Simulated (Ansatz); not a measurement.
Method: DFT PBE, scalar-relativistic, plane waves, PAW (Ansatz 0.2.0). All cells share a 420 eV cutoff and Γ-centred k meshes spaced at most about 0.3 Å⁻¹ (about 0.25 or finer for metals, 2π included). No spin polarisation.

All energies are static (0 K, no zero-point motion).

Compare these two cells of Ga2S, each relaxed at this level.

A.

```cif
data_structure
_symmetry_space_group_name_H-M 'I4_1/amd:1'
_symmetry_Int_Tables_number 141
_cell_length_a 5.2100
_cell_length_b 5.2100
_cell_length_c 8.1058
_cell_angle_alpha 90.000
_cell_angle_beta 90.000
_cell_angle_gamma 90.000
_cell_volume 220.02
loop_
_atom_site_label
_atom_site_type_symbol
_atom_site_symmetry_multiplicity
_atom_site_Wyckoff_symbol
_atom_site_fract_x
_atom_site_fract_y
_atom_site_fract_z
_atom_site_occupancy
Ga1 Ga 8 e 0.00000 0.00000 0.32149 1
S1 S 4 a 0.00000 0.00000 0.00000 1
```

B.

```cif
data_structure
_symmetry_space_group_name_H-M 'Cmme'
_symmetry_Int_Tables_number 67
_cell_length_a 6.8545
_cell_length_b 8.5592
_cell_length_c 4.8769
_cell_angle_alpha 90.000
_cell_angle_beta 90.000
_cell_angle_gamma 90.000
_cell_volume 286.12
loop_
_atom_site_label
_atom_site_type_symbol
_atom_site_symmetry_multiplicity
_atom_site_Wyckoff_symbol
_atom_site_fract_x
_atom_site_fract_y
_atom_site_fract_z
_atom_site_occupancy
Ga1 Ga 8 m 0.50000 0.89672 0.68584 1
S1 S 4 a 0.25000 0.00000 0.00000 1
```

Question: Which would you expect to be lower, and how large is the difference?

Answer: B is lower, by 116 meV/atom. A has space group I4_1/amd (No. 141), 18.3 Å³/atom and no gap on its mesh; B has space group Cmme (No. 67), 23.8 Å³/atom and no gap. Counting S atoms around Ga (those within 1.25 times the shortest such distance or 1.15 times the sum of covalent radii, 1.27 where that leaves under three), A has Ga 3 and B has Ga 2. The lower one is the more open, so pressure narrows the difference. In A, Ga has 3 S at 2.61–2.67 Å, 3 Ga at 2.75–2.89 Å and 4 Ga at 3.30 Å; around S lie 6 Ga at 2.61–2.67 Å. In B, Ga has 2 S at 2.46 Å and 2 Ga at 2.51–2.53 Å; around S lie 4 Ga at 2.46 Å. Both come from invented guesses.

Cells relaxed within their symmetry can be saddle points.
